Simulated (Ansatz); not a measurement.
**Pd under changes of volume**

One of the cells (15.067 Å³/atom); the others are scaled copies at fixed shape and fractional positions:

```
Pd
1.0
     2.76256    0.00000    0.00000
    -1.38128    2.39245    0.00000
     0.00000    0.00000    9.11839
Pd
4
Direct
  0.66667 0.33333 0.75000
  0.00000 0.00000 0.50000
  0.33333 0.66667 0.25000
  0.00000 0.00000 0.00000
```

This isn't the form of Pd at room conditions, which is fcc.

```yaml
Program: Ansatz 0.2.0
Functional: PBEsol
Potentials_or_basis: all-electron LAPW, scalar-relativistic
Cutoff: 264 eV (chosen from the basis error)
Basis_error_allowed: 0.001 eV/atom
k_mesh: 11 × 11 × 3
Occupations: fermi-dirac, width 0.05 eV
Spin: no spin polarisation
```

```tsv
volume (Å³/atom)	energy over the lowest point (meV/atom)	pressure (GPa)
14.163	?	?
14.464	0.00	1.8
14.765	0.92	-2.4
15.067	9.16	-6.0
15.368	23.78	-9.2
15.669	43.96	-11.9
15.971	68.97	-14.3
```

What does the run at 14.163 Å³/atom give?

Energy over the lowest point 7.42 meV/atom; pressure 6.5 GPa.

Worked out: A Birch-Murnaghan fit of order 3 (a polynomial in V^(-2/3)) to the other rows has its minimum at 14.58 Å³/atom with B0 = V·E''(V) = 206 GPa and B' = 5.7 at fixed shape and positions, which overstates the stiffness. It gives 7.53 meV/atom at 14.163 Å³/atom, against the run's 7.42, and -dE/dV = 6.5 GPa, against 6.5.

Energies are extrapolated to zero smearing.
